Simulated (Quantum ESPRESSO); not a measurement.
# GaN (F-43m) in Quantum ESPRESSO: notebook

One crystal, GaN, is run at these levels: revPBE+D3(BJ); tasks: single point, equation of state.

Program: Quantum ESPRESSO 7.5. These are calculated values, not measurements. Logs are shortened: lines on timing, memory, paths and dates and some standing lists are left out, and cuts for length are marked.

### 1 Starting point

Symmetry: F-43m, No. 216, cubic system. The conventional cell has a = 4.507 Å, b = 4.507 Å, c = 4.507 Å, α = 90.00°, β = 90.00°, γ = 90.00°. Ga (site symmetry -43m) has 4 N at 1.95 Å as nearest neighbours. N (site symmetry -43m) has 4 Ga at 1.95 Å as nearest neighbours.

The cell is a database's computed one.

### 2 Single point, revPBE+D3(BJ), 10.76 Å³/atom

File pw.in:

```
&CONTROL
  calculation = 'scf'
  prefix = 'pwscf'
  outdir = './tmp'
  pseudo_dir = './pseudo'
  tprnfor = .true.
  tstress = .true.
  disk_io = 'nowf'
/
&SYSTEM
  ibrav = 0
  nat = 2
  ntyp = 2
  ecutwfc = 84
  nbnd = 15
  input_dft = 'revpbe'
  occupations = 'smearing'
  smearing = 'fd'
  degauss = 0.00367493
  vdw_corr = 'grimme-d3'
  dftd3_version = 4
/
&ELECTRONS
  conv_thr = 4d-10
  electron_maxstep = 120
  mixing_beta = 0.5
/
ATOMIC_SPECIES
Ga    69.7230 Ga.upf
N     14.0070 N.upf
CELL_PARAMETERS angstrom
   0.0000000000    2.2074978911    2.2074978911
   2.2074978911    0.0000000000    2.2074978911
   2.2074978911    2.2074978911    0.0000000000
ATOMIC_POSITIONS crystal
Ga     0.0000000000    0.0000000000    0.0000000000
N      0.2500000000    0.2500000000    0.2500000000
K_POINTS automatic
10 10 10 0 0 0
```

Potentials or basis: PseudoDojo 0.4.1 SR PBE standard.

Launch:

```bash
> OMP_NUM_THREADS=1 pw.x -in pw.in > pw.out
```

pw.out:

```text
This program is part of the open-source Quantum ESPRESSO suite
     for quantum simulation of materials; please cite
         "P. Giannozzi et al., J. Phys.:Condens. Matter 21 395502 (2009);
         "P. Giannozzi et al., J. Phys.:Condens. Matter 29 465901 (2017);
         "P. Giannozzi et al., J. Chem. Phys. 152 154105 (2020);
     in publications or presentations arising from this work. More details at

     IMPORTANT: XC functional enforced from input :
     Exchange-correlation= REVPBE
                           (   1   4   4   4   0   0   0)
     Any further DFT definition will be discarded
     Please, verify this is what you really want

     Message from routine setup:
     using ibrav=0 with symmetry is DISCOURAGED, use correct ibrav instead

     G-vector sticks info
     --------------------
     sticks:   dense  smooth     PW     G-vecs:    dense   smooth      PW
     Sum         805     805    253                15089    15089    2637

     Using Slab Decomposition

     bravais-lattice index     =            0
     lattice parameter (alat)  =       5.8995  a.u.
     unit-cell volume          =     145.1869 (a.u.)^3
     number of atoms/cell      =            2
     number of atomic types    =            2
     number of electrons       =        18.00
     number of Kohn-Sham states=           15
     kinetic-energy cutoff     =      84.0000  Ry
     charge density cutoff     =     336.0000  Ry
     scf convergence threshold =      4.0E-10
     mixing beta               =       0.5000
     number of iterations used =            8  plain     mixing
     Exchange-correlation= REVPBE
                           (   1   4   4   4   0   0   0)

     celldm(1)=   5.899486  celldm(2)=   0.000000  celldm(3)=   0.000000
     celldm(4)=   0.000000  celldm(5)=   0.000000  celldm(6)=   0.000000

     crystal axes: (cart. coord. in units of alat)
               a(1) = (   0.000000   0.707107   0.707107 )
               a(2) = (   0.707107   0.000000   0.707107 )
               a(3) = (   0.707107   0.707107   0.000000 )

     reciprocal axes: (cart. coord. in units 2 pi/alat)
               b(1) = ( -0.707107  0.707107  0.707107 )
               b(2) = (  0.707107 -0.707107  0.707107 )
               b(3) = (  0.707107  0.707107 -0.707107 )

     PseudoPot. # 1 for Ga read from file:
     Ga.upf
     Pseudo is Norm-conserving + core correction, Zval = 13.0
     Generated using ONCVPSP code by D. R. Hamann
     Using radial grid of 1902 points,  6 beta functions with:
                l(1) =   0
                l(2) =   0
                l(3) =   1
                l(4) =   1
                l(5) =   2
                l(6) =   2

     PseudoPot. # 2 for N  read from file:
     N.upf
     Pseudo is Norm-conserving + core correction, Zval =  5.0
     Generated using ONCVPSP code by D. R. Hamann
     Using radial grid of 1058 points,  4 beta functions with:
                l(1) =   0
                l(2) =   0
                l(3) =   1
                l(4) =   1

     atomic species   valence    mass     pseudopotential
     Ga               13.00    69.72300     Ga( 1.00)
     N                 5.00    14.00700     N ( 1.00)

     24 Sym. Ops. (no inversion) found

   Cartesian axes

     site n.     atom                  positions (alat units)
         1        Ga     tau(   1) = (   0.0000000   0.0000000   0.0000000  )
         2        N      tau(   2) = (   0.3535534   0.3535534   0.3535534  )

     --------------------------------------------
     DFT-D3 Dispersion Correction (3-body terms):
     --------------------------------------------
       Reference C6 values for interpolation:

         atom   Coordination number   C6
         N          0.000            50.54
         N          0.994            44.25
         N          2.014            39.35
         N          2.990            31.16
         Ga         0.000           967.50
         Ga         0.960           843.30
         Ga         1.931           515.75
         Ga         2.923           344.63

       Values used:

         atom   Coordination number  R0_AB[au]  C6      C8
         Ga         8.087            3.740    344.63  38742.74
         N          4.047            2.478     31.16    687.49

         Molecular C6 ( Ry / a.u.^6 ) =       574.26

     number of k points=    47  Fermi-Dirac smearing, width (Ry)=  0.0037
                       cart. coord. in units 2pi/alat
        k(    1) = (   0.0000000   0.0000000   0.0000000), wk =   0.0020000
        k(    2) = (   0.0707107   0.0707107  -0.0707107), wk =   0.0160000
        k(    3) = (   0.1414214   0.1414214  -0.1414214), wk =   0.0160000
        k(    4) = (   0.2121320   0.2121320  -0.2121320), wk =   0.0160000
        k(    5) = (   0.2828427   0.2828427  -0.2828427), wk =   0.0160000
        k(    6) = (  -0.3535534  -0.3535534   0.3535534), wk =   0.0080000
[... 39 lines left out ...]
        k(   46) = (  -0.0707107  -0.3535534   0.6363961), wk =   0.0480000
        k(   47) = (  -0.7071068   0.2828427   0.0000000), wk =   0.0240000

     Dense  grid:    15089 G-vectors     FFT dimensions: (  36,  36,  36)

     Initial potential from superposition of free atoms

     starting charge      17.9973, renormalised to      18.0000
     Starting wfcs are   13 randomized atomic wfcs +    2 random wfcs

     Self-consistent Calculation

     iteration #  1     ecut=    84.00 Ry     beta= 0.50
     Davidson diagonalization with overlap
     ethr =  1.00E-02,  avg # of iterations =  5.5

     total energy              =    -173.75155767 Ry
     estimated scf accuracy    <       0.54996218 Ry

     iteration #  2     ecut=    84.00 Ry     beta= 0.50
     Davidson diagonalization with overlap
     ethr =  3.06E-03,  avg # of iterations =  2.0

     total energy              =    -173.90916411 Ry
     estimated scf accuracy    <       0.08355195 Ry

     iteration #  3     ecut=    84.00 Ry     beta= 0.50
     Davidson diagonalization with overlap
     ethr =  4.64E-04,  avg # of iterations =  1.9

     negative rho (up, down):  6.082E-07 0.000E+00

     total energy              =    -173.92372645 Ry
     estimated scf accuracy    <       0.00325503 Ry

     iteration #  4     ecut=    84.00 Ry     beta= 0.50
     Davidson diagonalization with overlap
[... 29 lines left out ...]
     Davidson diagonalization with overlap
     ethr =  1.06E-09,  avg # of iterations =  2.3

     total energy              =    -173.92402646 Ry
     estimated scf accuracy    <       0.00000032 Ry

     iteration #  9     ecut=    84.00 Ry     beta= 0.50
     Davidson diagonalization with overlap
     ethr =  1.06E-09,  avg # of iterations =  2.0

     total energy              =    -173.92402649 Ry
     estimated scf accuracy    <          8.5E-09 Ry

     iteration # 10     ecut=    84.00 Ry     beta= 0.50
     Davidson diagonalization with overlap
     ethr =  4.74E-11,  avg # of iterations =  2.1

     total energy              =    -173.92402650 Ry
     estimated scf accuracy    <          1.2E-09 Ry

     iteration # 11     ecut=    84.00 Ry     beta= 0.50
     Davidson diagonalization with overlap
     ethr =  6.90E-12,  avg # of iterations =  1.7

     End of self-consistent calculation

          k = 0.0000 0.0000 0.0000 (  1917 PWs)   bands (ev):

    -4.7151  -1.9594  -1.9594  -1.9594  -1.5918  -1.5918  11.7005  11.7005
    11.7005  13.9448  22.5728  22.5728  22.5728  30.3352  31.0723

          k = 0.0707 0.0707-0.0707 (  1889 PWs)   bands (ev):

    -4.5946  -1.9437  -1.9437  -1.9216  -1.5933  -1.5933  10.6446  11.5873
    11.5873  14.7404  22.0664  22.7459  22.7459  29.6892  29.6892

          k = 0.1414 0.1414-0.1414 (  1901 PWs)   bands (ev):

    -4.2877  -1.9073  -1.9073  -1.7585  -1.5919  -1.5919   8.7700  11.3087
    11.3087  15.8381  21.2485  23.0074  23.0074  28.7159  28.9141

          k = 0.2121 0.2121-0.2121 (  1892 PWs)   bands (ev):

    -3.9538  -1.8753  -1.8753  -1.5760  -1.5760  -1.3463   6.7875  10.9934
    10.9934  16.5704  20.8116  22.9293  22.9293  28.0456  29.4899

          k = 0.2828 0.2828-0.2828 (  1889 PWs)   bands (ev):

    -3.7489  -1.8617  -1.8617  -1.5496  -1.5496  -0.6841   5.0871  10.7571
    10.7571  16.8639  20.7605  22.6467  22.6467  27.9344  31.0329

          k =-0.3536-0.3536 0.3536 (  1892 PWs)   bands (ev):

    -3.6887  -1.8593  -1.8593  -1.5364  -1.5364  -0.2736   4.3233  10.6706
    10.6706  16.9213  20.7901  22.5122  22.5122  28.0062  32.1484

          k = 0.1414-0.0000 0.0000 (  1900 PWs)   bands (ev):
[... 99 lines left out ...]
          k =-0.0000-0.4243 0.4243 (  1887 PWs)   bands (ev):

    -3.5671  -1.8414  -1.7358  -1.6234  -1.5880   0.0057   5.7238   7.4637
    10.1032  18.3679  19.7308  22.2470  24.1610  28.3117  30.0463

          k = 0.5657-0.0000 0.0000 (  1884 PWs)   bands (ev):

    -3.5432  -1.8536  -1.6443  -1.6443  -1.5125  -0.3281   6.0717   9.0479
     9.0479  15.5457  19.0394  23.5790  25.9568  25.9568  34.9647

          k =-0.0707-0.6364 0.6364 (  1880 PWs)   bands (ev):

    -3.5023  -1.8580  -1.6356  -1.6264  -1.5129   0.0918   5.6137   8.4298
     8.9677  15.6709  19.2363  23.6985  26.0420  26.1216  35.0165

          k = 0.0000-0.5657 0.5657 (  1876 PWs)   bands (ev):

    -3.4953  -1.8405  -1.6569  -1.6431  -1.5339   0.3410   5.6075   7.4662
     9.1872  16.4274  19.9210  23.5444  25.5444  25.8441  34.0948

          k =-0.7071 0.0000 0.0000 (  1868 PWs)   bands (ev):

    -3.4902  -1.8755  -1.6060  -1.6060  -1.5041   0.1614   5.3904   8.8132
     8.8132  15.1537  18.8794  23.9483  26.4139  26.4139  34.6269

          k = 0.2828 0.1414 0.0000 (  1897 PWs)   bands (ev):

    -4.0632  -1.8738  -1.8533  -1.7138  -1.5795  -1.4953   8.3187  10.1401
    10.9858  16.7373  20.5263  22.5161  23.6524  26.0872  30.6550

          k = 0.3536 0.2121-0.0707 (  1895 PWs)   bands (ev):

    -3.8067  -1.8492  -1.8206  -1.6629  -1.5614  -1.0771   6.8706   9.4847
    10.6507  17.5765  20.2081  21.8609  23.7720  26.9249  30.9888

          k =-0.2828-0.4243 0.5657 (  1893 PWs)   bands (ev):

    -3.6534  -1.8471  -1.8003  -1.6220  -1.5480  -0.4260   5.4316   9.1925
    10.2862  18.1490  19.6563  22.1357  23.6094  28.1274  31.1831

          k =-0.2121-0.3536 0.4950 (  1890 PWs)   bands (ev):

    -3.6081  -1.8494  -1.7950  -1.5974  -1.5472  -0.0481   4.7690   9.1217
    10.1260  18.4075  19.3064  22.4509  23.5205  28.7484  31.1588

          k = 0.4243 0.1414-0.0000 (  1890 PWs)   bands (ev):

    -3.7212  -1.8052  -1.7829  -1.7070  -1.5391  -0.9665   7.0556   9.2384
     9.9210  17.0836  19.7619  22.2725  24.6715  25.8030  33.1591

          k =-0.2121-0.4950 0.6364 (  1879 PWs)   bands (ev):

    -3.5951  -1.8148  -1.7611  -1.6640  -1.5375  -0.3521   6.0437   8.5452
     9.5457  17.5395  19.9786  21.9890  24.6122  26.7183  33.0174

          k =-0.1414-0.4243 0.5657 (  1883 PWs)   bands (ev):
[... 9 lines left out ...]
          k = 0.0000-0.2828 0.4243 (  1887 PWs)   bands (ev):

    -3.6469  -1.8319  -1.7840  -1.6456  -1.5699  -0.5222   6.2498   8.3012
    10.2307  18.5484  19.6883  21.5164  24.1298  27.5650  31.1160

          k =-0.1414-0.5657 0.7071 (  1886 PWs)   bands (ev):

    -3.5385  -1.8318  -1.7021  -1.6378  -1.5226  -0.1661   6.0071   8.6038
     8.9208  16.3676  19.5839  23.0176  25.2751  26.3532  34.7723

          k =-0.0707-0.4950 0.6364 (  1876 PWs)   bands (ev):

    -3.5028  -1.8258  -1.7110  -1.6187  -1.5397   0.2843   5.6947   7.7231
     8.8261  16.9722  20.1163  23.0416  24.5689  26.8232  33.3417

          k = 0.0000-0.4243 0.5657 (  1877 PWs)   bands (ev):

    -3.5096  -1.8247  -1.7202  -1.6181  -1.5680   0.3663   5.7134   7.1654
     9.1785  17.7631  20.3057  22.6611  24.2867  27.1753  31.5903

          k =-0.7071 0.1414 0.0000 (  1876 PWs)   bands (ev):

    -3.4896  -1.8515  -1.6618  -1.6039  -1.5208   0.2804   5.5187   8.4245
     8.4689  16.0151  19.4861  23.7536  25.1885  26.7295  35.2104

          k =-0.1414-0.4243 0.7071 (  1880 PWs)   bands (ev):

    -3.5259  -1.8044  -1.7613  -1.6152  -1.5604   0.1601   5.8248   7.7479
     8.9103  18.0089  20.3465  21.8436  24.4021  27.4039  31.8113

          k =-0.0707-0.3536 0.6364 (  1882 PWs)   bands (ev):

    -3.5032  -1.8089  -1.7488  -1.5961  -1.5746   0.4033   5.7223   7.4813
     8.5891  18.2033  20.4742  22.2196  23.8951  27.6902  31.3800

          k =-0.7071 0.2828 0.0000 (  1884 PWs)   bands (ev):

    -3.4888  -1.8075  -1.7417  -1.5930  -1.5604   0.4686   5.7925   7.8773
     7.8849  17.7038  20.6127  23.0486  23.2924  27.5792  32.1933

     the Fermi energy is    12.6898 ev

!    total energy              =    -173.92402650 Ry
     estimated scf accuracy    <          1.7E-11 Ry
     smearing contrib. (-TS)   =      -0.00000000 Ry
     internal energy E=F+TS    =    -173.92402650 Ry

     The total energy is F=E-TS. E is the sum of the following terms:
     one-electron contribution =     -48.95910193 Ry
     hartree contribution      =      42.57495549 Ry
     xc contribution           =     -48.35976486 Ry
     ewald contribution        =    -119.10572851 Ry
     DFT-D3 Dispersion         =      -0.07438670 Ry

     convergence has been achieved in  11 iterations

     Forces acting on atoms (cartesian axes, Ry/au):

     atom    1 type  1   force =     0.00000000    0.00000000   -0.00000000
     atom    2 type  2   force =    -0.00000000   -0.00000000    0.00000000

     Total force =     0.000000     Total SCF correction =     0.000000

     Computing stress (Cartesian axis) and pressure

          total   stress  (Ry/bohr**3)                   (kbar)     P=      145.15
   0.00098672  -0.00000000  -0.00000000          145.15       -0.00       -0.00
  -0.00000000   0.00098672  -0.00000000           -0.00      145.15       -0.00
  -0.00000000  -0.00000000   0.00098672           -0.00       -0.00      145.15

=------------------------------------------------------------------------------=
   JOB DONE.
=------------------------------------------------------------------------------=
```

It took 25 s on 1 thread of Arm Neoverse V1, shared host; peak memory 0.06 GiB.

Results:

| Property | Result |
| --- | --- |
| Free energy | -2366.3569 eV |
| Pressure | 14.5 GPa |
| Band gap on the k mesh | 2.24 eV, direct |

Caveat: the potentials were made for another functional, which shifts forces and pressure.

### 3 Single point, revPBE+D3(BJ), 10.99 Å³/atom

pw.in: that of step 2 with these lines changed.

```diff
@@ -31,5 +31,5 @@
 CELL_PARAMETERS angstrom
-   0.0000000000    2.2074978911    2.2074978911
-   2.2074978911    0.0000000000    2.2074978911
-   2.2074978911    2.2074978911    0.0000000000
+   0.0000000000    2.2230441631    2.2230441631
+   2.2230441631    0.0000000000    2.2230441631
+   2.2230441631    2.2230441631    0.0000000000
 ATOMIC_POSITIONS crystal
```

Potentials or basis: PseudoDojo 0.4.1 SR PBE standard.

Launch:

```bash
> OMP_NUM_THREADS=1 pw.x -in pw.in > pw.out
```

Wall time 26 s (1 thread of Arm Neoverse V1, shared host); peak memory 0.07 GiB.

The run converged. Its results:

- Free energy: -2366.3913 eV
- Pressure: 9.6 GPa
- Band gap on the k mesh: 2.11 eV, direct

Caveat: the potentials were made for another functional, which shifts forces and pressure.

### 4 Single point, revPBE+D3(BJ), 11.21 Å³/atom

pw.in: that of step 3 with these lines changed.

```diff
@@ -31,5 +31,5 @@
 CELL_PARAMETERS angstrom
-   0.0000000000    2.2230441631    2.2230441631
-   2.2230441631    0.0000000000    2.2230441631
-   2.2230441631    2.2230441631    0.0000000000
+   0.0000000000    2.2383759866    2.2383759866
+   2.2383759866    0.0000000000    2.2383759866
+   2.2383759866    2.2383759866    0.0000000000
 ATOMIC_POSITIONS crystal
```

Launch:

```bash
> OMP_NUM_THREADS=1 pw.x -in pw.in > pw.out
```

Wall time 26 s (1 thread of Arm Neoverse V1, shared host); peak memory 0.07 GiB.

The run converged. Its results:

| Item | Value |
| --- | --- |
| Free energy | -2366.4125 eV |
| Pressure | 5.2 GPa |
| Band gap on the k mesh | 1.97 eV, direct |

Caveat: the potentials were made for another functional, which shifts forces and pressure.

### 5 Single point, revPBE+D3(BJ), 11.44 Å³/atom

pw.in: that of step 4 with these lines changed.

```diff
@@ -31,5 +31,5 @@
 CELL_PARAMETERS angstrom
-   0.0000000000    2.2383759866    2.2383759866
-   2.2383759866    0.0000000000    2.2383759866
-   2.2383759866    2.2383759866    0.0000000000
+   0.0000000000    2.2535006075    2.2535006075
+   2.2535006075    0.0000000000    2.2535006075
+   2.2535006075    2.2535006075    0.0000000000
 ATOMIC_POSITIONS crystal
```

Launch:

```bash
> OMP_NUM_THREADS=1 pw.x -in pw.in > pw.out
```

It took 26 s on 1 thread of Arm Neoverse V1, shared host; peak memory 0.07 GiB.

The run converged. Its results:

| Quantity | Value |
| --- | --- |
| Free energy | -2366.4218 eV |
| Pressure | 1.3 GPa |
| Band gap on the k mesh | 1.84 eV, direct |

Caveat: the potentials were made for another functional, which shifts forces and pressure.

### 6 Single point, revPBE+D3(BJ), 11.67 Å³/atom

pw.in: that of step 5 with these lines changed.

```diff
@@ -31,5 +31,5 @@
 CELL_PARAMETERS angstrom
-   0.0000000000    2.2535006075    2.2535006075
-   2.2535006075    0.0000000000    2.2535006075
-   2.2535006075    2.2535006075    0.0000000000
+   0.0000000000    2.2684248875    2.2684248875
+   2.2684248875    0.0000000000    2.2684248875
+   2.2684248875    2.2684248875    0.0000000000
 ATOMIC_POSITIONS crystal
```

Potentials or basis: PseudoDojo 0.4.1 SR PBE standard.

Launch:

```bash
> OMP_NUM_THREADS=1 pw.x -in pw.in > pw.out
```

It took 26 s on 1 thread of Arm Neoverse V1, shared host; peak memory 0.07 GiB.

The run converged. Its results:

```yaml
Free_energy: -2366.4204 eV
Pressure: -2.2 GPa
Band_gap_on_the_k_mesh: 1.71 eV, direct
```

Caveat: the potentials were made for another functional, which shifts forces and pressure.

### 7 Single point, revPBE+D3(BJ), 11.90 Å³/atom

pw.in: that of step 6 with these lines changed.

```diff
@@ -31,5 +31,5 @@
 CELL_PARAMETERS angstrom
-   0.0000000000    2.2684248875    2.2684248875
-   2.2684248875    0.0000000000    2.2684248875
-   2.2684248875    2.2684248875    0.0000000000
+   0.0000000000    2.2831553320    2.2831553320
+   2.2831553320    0.0000000000    2.2831553320
+   2.2831553320    2.2831553320    0.0000000000
 ATOMIC_POSITIONS crystal
```

Launch:

```bash
> OMP_NUM_THREADS=1 pw.x -in pw.in > pw.out
```

It took 25 s on 1 thread of Arm Neoverse V1, shared host; peak memory 0.07 GiB.

It converged, with:

| Quantity | Value |
| --- | --- |
| Free energy | -2366.4094 eV |
| Pressure | -5.4 GPa |
| Band gap on the k mesh | 1.59 eV, direct |

Caveat: the potentials were made for another functional, which shifts forces and pressure.

### 8 Single point, revPBE+D3(BJ), 12.13 Å³/atom

pw.in: that of step 7 with these lines changed.

```diff
@@ -31,5 +31,5 @@
 CELL_PARAMETERS angstrom
-   0.0000000000    2.2831553320    2.2831553320
-   2.2831553320    0.0000000000    2.2831553320
-   2.2831553320    2.2831553320    0.0000000000
+   0.0000000000    2.2976981147    2.2976981147
+   2.2976981147    0.0000000000    2.2976981147
+   2.2976981147    2.2976981147    0.0000000000
 ATOMIC_POSITIONS crystal
```

Launch:

```bash
> OMP_NUM_THREADS=1 pw.x -in pw.in > pw.out
```

Run time: 28 s. Hardware: 1 thread of Arm Neoverse V1, shared host; peak memory 0.07 GiB.

It converged, with:

- Free energy: -2366.3897 eV
- Pressure: -8.3 GPa
- Band gap on the k mesh: 1.47 eV, direct

Caveat: the potentials were made for another functional, which shifts forces and pressure.

### 9 Equation of state, revPBE+D3(BJ)

Potentials or basis: PseudoDojo 0.4.1 SR PBE standard.

This step only gathers the single runs of the series.

Results:

```yaml
Equilibrium_volume: 11.53 Å³/atom
Bulk_modulus: 181 GPa
Pressure_derivative_of_the_bulk_modulus: 4.4
```

Energy against volume, from the lowest point:
| volume (Å³/atom) | energy (meV/atom) |
| --- | --- |
| 10.757 | 32.43 |
| 10.986 | 15.22 |
| 11.215 | 4.63 |
| 11.444 | 0.00 |
| 11.673 | 0.71 |
| 11.902 | 6.21 |
| 12.131 | 16.03 |

Caveat: the potentials were made for another functional, which shifts forces and pressure.
